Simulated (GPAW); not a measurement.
Set up this calculation in GPAW 26.7.0, as an ASE script.

- Task: relaxation of cell and atoms
- Functional: PBEsol
- Potentials or basis: PAW data sets generated in the run's folder for this functional
- Cutoff: 600 eV
- Basis: pw
- k mesh: 6 × 6 × 8
- Occupations: fermi-dirac, width 0.05 eV
- Spin: no spin polarisation
- Target pressure: 30 GPa
- Maxiter: 150
- Optimizer: BFGS
- Fmax: 0.02 eV/Å
- Max steps: 60
- Target pressure: 30 GPa
- Convergence: density=1e-05 forces=0.0001

Crystal: Al2Cu.

```
Cu Al
1.0
     4.10518    0.00000    0.00000
     0.00000    4.10518    0.00000
     0.00000    0.00000    2.89131
Cu Al
1 2
Direct
  0.00000 0.00000 0.00000
  0.00000 0.50000 0.50000
  0.50000 0.00000 0.50000
```

The cell comes from a database or a generator and needn't be the stable form of this composition.

The input as run:

run.py

```python
from ase import Atoms
from ase.filters import FrechetCellFilter
from ase.io import write
from ase.optimize import BFGS
from ase.units import GPa
from gpaw import GPAW, PW, setup_paths

setup_paths.insert(0, '.')

atoms = Atoms(['Cu', 'Al', 'Al'],
              cell=[[4.105182, 0.0, 0.0],
                    [0.0, 4.105182, 0.0],
                    [0.0, 0.0, 2.891313]],
              scaled_positions=[[0.0, 0.0, 0.0],
                                [0.0, 0.5, 0.5],
                                [0.5, 0.0, 0.5]],
              pbc=True)

calc = GPAW(mode=PW(600),
            xc='PBEsol',
            kpts={'size': (6, 6, 8), 'gamma': True},
            occupations={'name': 'fermi-dirac', 'width': 0.05},
            nbands=20,
            convergence={'density': 1e-05, 'forces': 0.0001},
            maxiter=150,
            txt='gpaw.txt')
atoms.calc = calc
opt = BFGS(FrechetCellFilter(atoms, scalar_pressure=30 * GPa), trajectory='relax.traj', logfile='-')
done = opt.run(fmax=0.02, steps=60)
calc.write('gs.gpw')
write('result.traj', atoms)
print('Converged:', done)
print('Cell:', atoms.cell.cellpar().round(4))
print('Volume:', round(atoms.get_volume(), 4))
print(atoms.get_scaled_positions().round(5))
```

Potentials or basis: PAW data sets generated in the run's folder for this functional, pw.

Command:

```console
$ gpaw-setup -f PBEsol Al Cu
$ OMP_NUM_THREADS=1 python run.py
```

Results of the run:

```yaml
Relaxed_volume: 13.07 Å³/atom
Relaxed_cell: a = 3.850 Å, b = 3.850 Å, c = 2.645 Å, α = 90.00°, β = 90.00°, γ = 90.00°
Space_group_after_relaxing_to_0.05_Å: P4/mmm (No. 123)
Energy_change_on_relaxing_the_enthalpy_is_what_falls: +218.3 meV/atom
Ionic_steps: 9
Pressure_after_relaxing: 30.0 GPa
Band_gap_on_the_k_mesh: none (metal or under the smearing width)
```

Caveat: with this Cu data set, volumes or pressures lay over 1.5 % or 2 GPa off other programs in two to four cells of ten; later steps reuse the first step's grids; the volume moved by over 15 % at a fixed basis, so the end points are rough.

Wall time 2.8 min on 1 thread of Arm Neoverse V2, on a shared host, peak memory 0.32 GiB.
